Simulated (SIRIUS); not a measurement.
Hf:

```
CELL_PARAMETERS angstrom
2.91381 0.00000 0.00000
0.00000 2.91381 0.00000
0.00000 0.00000 2.91381
ATOMIC_POSITIONS crystal
Hf 0.50000 0.50000 0.50000
```

The cell was built by a generator and needn't be a form met in nature.

| Property | Result |
| --- | --- |
| Program | SIRIUS 7.10.0 |
| Task | single point |
| Functional | PBE |
| Potentials or basis | PseudoDojo 0.4.1 PBE standard (scalar relativistic) |
| Cutoff | 807 eV |
| Density cutoff | 3227 eV |
| k mesh | 9 × 9 × 9 |
| Occupations | fermi-dirac, width 0.05 eV |
| Spin | no spin polarisation |

On this cell: pressure 0.3 GPa; band gap on the k mesh none (metal or under the smearing width).

The same run follows on a disturbed copy (cell strained at random at fixed volume):

```
Hf
1.0
     2.87899    0.01089    0.03128
     0.01089    2.89249   -0.00365
     0.03128   -0.00365    2.97118
Hf
1
Direct
  0.50824 0.49860 0.50079
```

Problem. What does the disturbed cell give?

Solution. The energy (extrapolated to zero smearing) moves by +2.8 meV/atom; pressure 0.3 GPa; band gap on the k mesh none (metal or under the smearing width).

Stress tensor (GPa, compression positive):
```
 1.49  0.32  0.78
 0.32  0.81 -0.09
 0.78 -0.09 -1.31
```
